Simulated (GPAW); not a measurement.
**TaN: band structure with RPBE**

Crystal: TaN.

```xyz
4
Lattice="2.9218 0.0000 0.0000 -1.4609 2.5303 0.0000 0.0000 0.0000 5.9165" Properties=species:S:1:pos:R:3 pbc="T T T"
Ta    0.0000    0.0000    2.9583
Ta    0.0000    0.0000    0.0000
N     0.0000    1.6869    1.4791
N     1.4609    0.8434    4.4374
```

The cell comes from a database or a generator and needn't be the stable form of this composition.

```
Program             : GPAW 26.7.0
Task                : band structure
Functional          : RPBE
Potentials or basis : the program's PAW data sets (release 1.2.1) made for this functional
Cutoff              : 800 eV
Basis               : pw
k mesh              : 10 × 10 × 5
Occupations         : fermi-dirac, width 0.05 eV
Spin                : no spin polarisation
Maxiter             : 150
Band path           : GMKGALHA,LM,KH
Band points         : 60
```

The pressure is 4.2 GPa and the band gap along the path is none (metal or under the smearing width).

Stress tensor (GPa, compression positive):
```
3.89 0.00 0.00
0.00 3.89 0.00
0.00 0.00 4.81
```

Levels at the corners of the path, in eV from the Fermi level:
```
point  band 16  band 17  band 18  band 19  band 20  band 21
    Γ    -2.01    -2.01    -0.22    -0.22     0.56     0.56
    M    -3.67    -2.82    -2.10     2.83     3.91     4.77
    K    -3.86     0.20     0.20     0.93     0.93     2.00
    Γ    -2.01    -2.01    -0.22    -0.22     0.56     0.56
    A    -3.84    -0.66    -0.66     0.98     0.98     0.98
    L    -4.33    -2.19    -2.19     3.85     3.85     4.71
    H    -5.67    -0.44    -0.44     2.68     2.68     3.09
    A    -3.84    -0.66    -0.66     0.98     0.98     0.98
    L    -4.33    -2.19    -2.19     3.85     3.85     4.71
    M    -3.67    -2.82    -2.10     2.83     3.91     4.77
    K    -3.86     0.20     0.20     0.93     0.93     2.00
    H    -5.67    -0.44    -0.44     2.68     2.68     3.09
```

Wall time 2.2 min on 1 thread of Arm Neoverse V1, with other jobs on the host, peak memory 0.43 GiB.

Caveat: spin-orbit coupling is left out, which moves the levels of the heavy elements.
